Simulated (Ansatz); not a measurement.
input.yaml (Ansatz 0.2.0):

```yaml
crystal:
  lattice:
    - [3.2794401034, 0.0, 0.0]
    - [-1.6397200517, 2.8400784397, 0.0]
    - [0.0, 0.0, 5.2934578245]
  atoms:
    - { symbol: Zn, position: [0.3333333333, 0.6666666667, 0.0015089686] }
    - { symbol: Zn, position: [0.6666666667, 0.3333333333, 0.5015089686] }
    - { symbol: O, position: [0.3333333333, 0.6666666667, 0.3805910314] }
    - { symbol: O, position: [0.6666666667, 0.3333333333, 0.8805910314] }
basis:
  ecutwfc: 420
  ecutrho_ratio: 4
kpoints:
  mp_grid: { grid: [12, 12, 8] }
  band_path:
    path:
      - [[0.0, 0.0, 0.0], [0.5, 0.0, 0.0], [0.33333333, 0.33333333, 0.0], [0.0, 0.0, 0.0], [0.0, 0.0, 0.5], [0.5, 0.0, 0.5], [0.33333333, 0.33333333, 0.5], [0.0, 0.0, 0.5]]
      - [[0.5, 0.0, 0.5], [0.5, 0.0, 0.0]]
      - [[0.33333333, 0.33333333, 0.5], [0.33333333, 0.33333333, 0.0]]
    npoints: 14
hamiltonian:
  xc: pbe
scf:
  occupations: { method: gaussian, width: 0.05 }
  n_extra_bands: 15
output:
  forces: true
  stress: true
  eigenvalues: true
  populations: true
  dos: { projected: true, de: 0.02, nscf_kmesh: { grid: [18, 18, 12] } }
  bader: true
  write_density: true
  write_potential: true
  elf: true
  volumetric_format: npy
```

Launched as:
```sh
ansatz run input.yaml --threads 4 --pin off --max-ram 7168MiB --backend cpu --events-out ev --progress --plain --runs-dir out
```

The chain of runs began from a measured cell (COD), expanded in volume.

Question: Predict the main results.

Answer: Pressure 0.0 GPa, gap on the mesh 0.74 eV (PBE, scalar-relativistic).

What the program printed, in part:

```
scf.n_extra_bands = 15 over 18 filled bands (N_el = 36.0): the run solves 33 bands
Pseudopotentials: kind: paw
Pseudopotential: Zn, paw, valence charge 12, recommended cutoff 420 eV (normal), Zn.paw.azcp
Pseudopotential: O, paw, valence charge 6, recommended cutoff 420 eV (normal), O.paw.azcp
Crystal: 4 atoms, lattice volume = 49.303 Å³
Basis set: ecut = 420 eV, 989 PW (Γ), exchange–correlation on 48×48×72 points (8 copies of the dense FFT grid, shifted against one another)
Bands: 33, of which v1, the nominal top of the filled ones, is band 18 counted from 1 (17 counted from 0)
Symmetry: 12 space group operations
Space group: P63mc (ITA 186), of the structure as read, at distance tolerance 3.7e-5 Å
k-points: 95 of 1152 (time reversal used)
Initial density: superposition of atomic densities (neutral atoms: chi_scale 0, normalization atom), corrected by the library's trained network
Initial wavefunctions: pseudopotential atomic-orbital guess
Functional: x = pbe(κ = 0.804, μ = 0.21951), c = pbe(β = 0.06672)
```

SCF trace (energy estimate counted from the last row):
| iteration | ΔE (eV) | density residual (eV) |
| --- | --- | --- |
| 1 | 1.4e-03 | 7.30e-5 |
| 2 | 1.2e-04 | 2.36e-5 |
| 3 | 5.0e-05 | 1.05e-5 |
| 4 | 6.0e-06 | 1.11e-6 |
| 5 | 0.000 | 6.81e-8 |
| 6 | 0.000 | 9.33e-8 |

```
SCF 1 converged in 6 iterations: F = -7773.693189 eV  dr2 = 9.33e-8
NSCF: frozen V_eff on 129 k-points
NSCF: frozen V_eff on 259 k-points
SCF converged after 6 iterations
Free energy (F): -7773.693189 eV
E sigma→0 (E₀):  -7773.693189 eV
Fermi energy:    7.081651 eV
--- Forces (eV/Å), atoms counted from 1 ---
  atom   1  Zn     0.00000000     0.00000000     0.00003467
  atom   2  Zn     0.00000000     0.00000000     0.00003467
  atom   3  O      0.00000000     0.00000000    -0.00005644
  atom   4  O      0.00000000     0.00000000    -0.00005644
--- Stress (GPa, compression-positive) ---
        0.008605       0.000000       0.000000
        0.000000       0.008605       0.000000
        0.000000       0.000000       0.014310
  P = ⅓ Tr σ = 0.0105 GPa (0.105 kbar)
--- Löwdin populations: 4 sites ---
  site symbol       q [e]
     0     Zn     10.5828
     1     Zn     10.5828
     2      O      7.2449
     3      O      7.2449
--- Bader charges: 4 sites ---
  site symbol  charge [e]  shift [e]
     0     Zn      1.2139     0.0107
     1     Zn      1.2139     0.0107
     2      O     -1.2139     0.0107
     3      O     -1.2139     0.0107
  estimated error of the sums over rays = 3.1e-4 e
```

It ran for 22 s on 4 threads of Arm Neoverse V2, on a shared host, peak memory 0.48 GiB.

Semilocal functionals underestimate band gaps, commonly by a third or more.
